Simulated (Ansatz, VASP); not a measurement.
**CdS (e600): VASP beside Ansatz**

INCAR

```
SYSTEM = CdS
PREC     = Accurate       ! precision mode
ENCUT    = 520            ! plane-wave cutoff, eV
EDIFF    = 1E-7           ! SCF threshold, eV
ISMEAR   = 0              ! smearing method
SIGMA    = 0.1            ! smearing width, eV
LREAL    = .False.        ! projectors in reciprocal space
LASPH    = .True.         ! aspherical terms in the spheres
NELM     = 100            ! most SCF steps
ALGO     = Fast           ! electronic algorithm
ISIF     = 2              ! what is computed and relaxed
LWAVE    = .False.        ! write WAVECAR
LCHARG   = .False.        ! write CHGCAR
GGA      = PE             ! functional
NBANDS   = 26             ! bands
```

Contents of KPOINTS:

```
regular mesh
0
Gamma
  6 6 4
  0 0 0
```

Contents of POSCAR:

```
CdS
1.0
    4.1500000000      0.0000000000      0.0000000000
   -2.0750000000      3.5940054257      0.0000000000
    0.0000000000      0.0000000000      6.7370000000
Cd S
2 2
Direct
    0.3333333333      0.6666666667      0.0000000000
    0.6666666667      0.3333333333      0.5000000000
    0.3333333333      0.6666666667      0.3750000000
    0.6666666667      0.3333333333      0.8750000000
```

Input for Ansatz:

```yaml
crystal:
  lattice:
    - [4.15, 0.0, 0.0]
    - [-2.075, 3.5940054257, 0.0]
    - [0.0, 0.0, 6.737]
  atoms:
    - { symbol: Cd, position: [0.3333333333, 0.6666666667, 0.0] }
    - { symbol: Cd, position: [0.6666666667, 0.3333333333, 0.5] }
    - { symbol: S, position: [0.3333333333, 0.6666666667, 0.375] }
    - { symbol: S, position: [0.6666666667, 0.3333333333, 0.875] }
basis:
  ecutwfc: 600.0
kpoints:
  mp_grid: { grid: [6, 6, 4] }
hamiltonian:
  xc: pbe
scf:
  occupations: { method: gaussian, width: 0.1 }
output:
  forces: true
  stress: true
  eigenvalues: true
```

Alike in both runs: task single point; functional PBE; k mesh 6 × 6 × 4; occupations gaussian, width 0.1 eV; no spin polarisation.

```csv
,VASP,Ansatz
version,VASP 6.6.1,Ansatz 0.2.0
potentials or method,"VASP PAW PBE potentials, release 64 (Cd, S)","scalar-relativistic, plane waves, PAW"
plane-wave cutoff (eV),520,600
valence electrons in the cell,36,52
```

```tsv
	VASP	Ansatz	Ansatz less VASP
gap on the k mesh at the Fermi level (eV)	1.20	1.20	-0.002
least direct gap on the mesh (eV)	1.20	1.20	-0.002
pressure (GPa)	2.4	2.1	-0.35
largest component of the traceless stress (GPa)	0.43	0.42	-0.015
rms of the force components (eV/Å)	0.040	0.039	-0.0008
```

Atom by atom the forces differ by 0.001 eV/Å (rms over components). The two sets of potentials don't hold the same shells in valence.
